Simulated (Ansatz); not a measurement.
A relaxation computed with Ansatz, from input to last step.

```yaml
crystal:
  lattice:
    - [3.0398024068, -1.8063727361, 0.1854953094]
    - [3.0398024068, 1.8063727361, 0.1854953094]
    - [-1.2068981059, 0.0, 6.7478578779]
  atoms:
    - { symbol: F, position: [0.9211024913, 0.5858463638, 0.0939992909] }
    - { symbol: F, position: [0.4141536362, 0.0788975087, 0.4060007091] }
    - { symbol: F, position: [0.0788975087, 0.4141536362, 0.9060007091] }
    - { symbol: F, position: [0.5858463638, 0.9211024913, 0.5939992909] }
basis:
  ecutwfc: 420
kpoints:
  mp_grid: { grid: [8, 8, 4] }
hamiltonian:
  xc: pbesol
scf:
  occupations: { method: gaussian, width: 0.02 }
output:
  forces: true
  stress: true
  eigenvalues: true
relax:
  adjacent_minimum: "off"
  f_tol: 0.01
  max_steps: 30
  cell: { stress_tol: 0.1, fix: [volume] }
```

```bash
ansatz run input.yaml --threads 1 --pin off --max-ram 2560MiB --backend cpu --events-out ev --progress --plain --runs-dir out
```

The calculation used Ansatz 0.2.0, DFT PBEsol, scalar-relativistic, plane waves, PAW.

The volume is held at 1.03 times that of the relaxed cell.

Of 8 frames 8 are shown, positions in Å and forces in eV/Å; the SCF threshold varies from step to step. Steps run on the plane waves of an earlier cell, with a Pulay correction in the pressure. The basis is chosen afresh for the last frame, the zero of the energies, and at times for earlier ones too; energy and pressure step there, also at an unchanged geometry.

```xyz
4
Lattice="3.0398 -1.8064 0.1855 3.0398 1.8064 0.1855 -1.2069 0.0000 6.7479" Properties=species:S:1:pos:R:3:forces:R:3 pbc="T T T" step=1 free_energy_over_end_meV_per_atom=1.39 pressure_GPa=-1.04
F     4.4674   -0.6056    0.9138    0.0635   -0.2091   -0.4403
F     1.0088   -0.6056    2.8311   -0.0635   -0.2091    0.4403
F     0.4053    0.6056    6.2050   -0.0635    0.2091    0.4403
F     3.8639    0.6056    4.2878    0.0635    0.2091   -0.4403
4
Lattice="3.0296 -1.8026 0.1842 3.0296 1.8026 0.1842 -1.2081 0.0000 6.7855" Properties=species:S:1:pos:R:3:forces:R:3 pbc="T T T" step=2 free_energy_over_end_meV_per_atom=-0.23 pressure_GPa=-0.48
F     4.4486   -0.6234    0.9160    0.0324   -0.0920   -0.2137
F     1.0066   -0.6234    2.8451   -0.0324   -0.0920    0.2137
F     0.4026    0.6234    6.2379   -0.0324    0.0920    0.2137
F     3.8446    0.6234    4.3088    0.0324    0.0920   -0.2137
4
Lattice="3.0150 -1.7968 0.1827 3.0150 1.7968 0.1827 -1.2090 0.0000 6.8412" Properties=species:S:1:pos:R:3:forces:R:3 pbc="T T T" step=3 free_energy_over_end_meV_per_atom=-0.79 pressure_GPa=0.19
F     4.4318   -0.6140    0.9066   -0.0104    0.0304    0.0771
F     0.9936   -0.6140    2.8793    0.0104    0.0304   -0.0771
F     0.3891    0.6140    6.2999    0.0104   -0.0304   -0.0771
F     3.8273    0.6140    4.3272   -0.0104   -0.0304    0.0771
4
Lattice="3.0093 -1.7901 0.1780 3.0093 1.7901 0.1780 -1.2195 0.0000 6.8812" Properties=species:S:1:pos:R:3:forces:R:3 pbc="T T T" step=4 free_energy_over_end_meV_per_atom=-0.89 pressure_GPa=0.22
F     4.4236   -0.6231    0.9049   -0.0117    0.0335    0.0857
F     0.9852   -0.6231    2.8917    0.0117    0.0335   -0.0857
F     0.3754    0.6231    6.3323    0.0117   -0.0335   -0.0857
F     3.8139    0.6231    4.3455   -0.0117   -0.0335    0.0857
4
Lattice="3.0016 -1.7863 0.1785 3.0016 1.7863 0.1785 -1.2174 0.0000 6.9134" Properties=species:S:1:pos:R:3:forces:R:3 pbc="T T T" step=5 free_energy_over_end_meV_per_atom=-1.01 pressure_GPa=0.04
F     4.4124   -0.6348    0.9127    0.0005   -0.0015   -0.0010
F     0.9821   -0.6348    2.9010   -0.0005   -0.0015    0.0010
F     0.3734    0.6348    6.3577   -0.0005    0.0015    0.0010
F     3.8037    0.6348    4.3694    0.0005    0.0015   -0.0010
4
Lattice="2.9976 -1.7821 0.1757 2.9976 1.7821 0.1757 -1.2236 0.0000 6.9400" Properties=species:S:1:pos:R:3:forces:R:3 pbc="T T T" step=6 free_energy_over_end_meV_per_atom=-1.02 pressure_GPa=0.01
F     4.4074   -0.6420    0.9126    0.0031   -0.0087   -0.0219
F     0.9759   -0.6420    2.9088   -0.0031   -0.0087    0.0219
F     0.3641    0.6420    6.3787   -0.0031    0.0087    0.0219
F     3.7955    0.6420    4.3826    0.0031    0.0087   -0.0219
4
Lattice="2.9955 -1.7839 0.1771 2.9955 1.7839 0.1771 -1.2195 0.0000 6.9376" Properties=species:S:1:pos:R:3:forces:R:3 pbc="T T T" step=7 free_energy_over_end_meV_per_atom=-1.02 pressure_GPa=0.06
F     4.4049   -0.6433    0.9146    0.0001    0.0002    0.0004
F     0.9763   -0.6433    2.9084   -0.0001    0.0002   -0.0004
F     0.3666    0.6433    6.3773   -0.0001   -0.0002   -0.0004
F     3.7952    0.6433    4.3834    0.0001   -0.0002    0.0004
4
Lattice="2.9955 -1.7839 0.1771 2.9955 1.7839 0.1771 -1.2195 0.0000 6.9376" Properties=species:S:1:pos:R:3:forces:R:3 pbc="T T T" step=8 free_energy_over_end_meV_per_atom=0.00 pressure_GPa=-0.04
F     4.4049   -0.6433    0.9146    0.0000    0.0030   -0.0009
F     0.9763   -0.6433    2.9084    0.0000    0.0030    0.0009
F     0.3666    0.6433    6.3773    0.0000   -0.0030    0.0009
F     3.7952    0.6433    4.3834    0.0000   -0.0030   -0.0009
```

The run took 34 s on 1 thread of Arm Neoverse V2, on a shared host, peak memory 0.36 GiB.

The cell holds molecules, and where no dispersion correction was added their binding is poorly described.